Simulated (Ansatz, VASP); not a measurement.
# Two plane-wave programs on Ga

```xyz
1
Lattice="0.0000 2.1646 2.1646 2.1646 0.0000 2.1646 2.1646 2.1646 0.0000" Properties=species:S:1:pos:R:3 pbc="T T T"
Ga    0.0000    0.0000    0.0000
```

Alike in both runs: task single point; functional revPBE; k mesh 14 × 14 × 14; occupations fermi-dirac, width 0.1 eV; no spin polarisation.

|  | VASP | Ansatz |
| --- | --- | --- |
| version | VASP 6.6.1 | Ansatz 0.2.0 |
| potentials or method | VASP PAW PBE potentials, release 64 (Ga_d) | plane waves (420 eV) with PAW, scalar-relativistic |
| plane-wave cutoff (eV) | 520 | 420 |
| valence electrons in the cell | 13 | 13 |

VASP gave:

- pressure (GPa): -1.7

Question: Estimate Ansatz's values.

Answer: Pressure (GPa): -1.8.

With one functional, cell and mesh, what is left measures potentials, basis and numerics.

Caveats: the PAW data sets were made with another functional, which shifts forces and pressure a little (VASP).
